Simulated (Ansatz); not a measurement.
Runs of Ansatz 0.2.0 on HgTe (Coloradoite). It takes space group F-43m (No. 216, cubic). The conventional cell has a = 6.429 Å, b = 6.429 Å, c = 6.429 Å, α = 90.00°, β = 90.00°, γ = 90.00°. Hg (site symmetry -43m) has 4 Te at 2.78 Å as nearest neighbours. Te (site symmetry -43m) is surrounded by 4 Hg at 2.78 Å. 

```csv
level,share of exact exchange,gap on the mesh (eV),pressure (GPa)
PBE0 form with a typed share of exact exchange,0.35,1.34,2.5
PBE0 form with a typed share of exact exchange,0,none,(b)
PBE0 form with a typed share of exact exchange,0.15,none,4.0
PBE0 form with a typed share of exact exchange,0.1,none,4.3
PBE0,0.25,0.72,3.1
PBE0 form with a typed share of exact exchange,0.5,(a),1.7
```

Alike in all rows: task single point; potentials or basis Ansatz PAW; no spin polarisation; cell as given; k mesh 4 × 4 × 4; cutoff (eV) 420; smearing fermi-dirac 0.05 eV; the mesh is coarse, so values aren't converged.

**Question.** Fill in the values left out.

**Answer.** (a) 2.32; (b) 5.0.

Caveats: all runs use coarse meshes; the PAW data sets come from PBE, with cores solved anew for the run's functional, which leaves a small shift of forces and pressure (some runs); the thresholds are loose for stress (some runs); spin-orbit coupling is left out, which moves the levels of the heavy elements (some runs); the PAW data sets were made with another functional, which shifts forces and pressure a little (some runs).

A k mesh can miss the band edges, and the runs leave out spin-orbit coupling on Hg, Te.

A gap of «none» marks a metal or a gap under the smearing width.
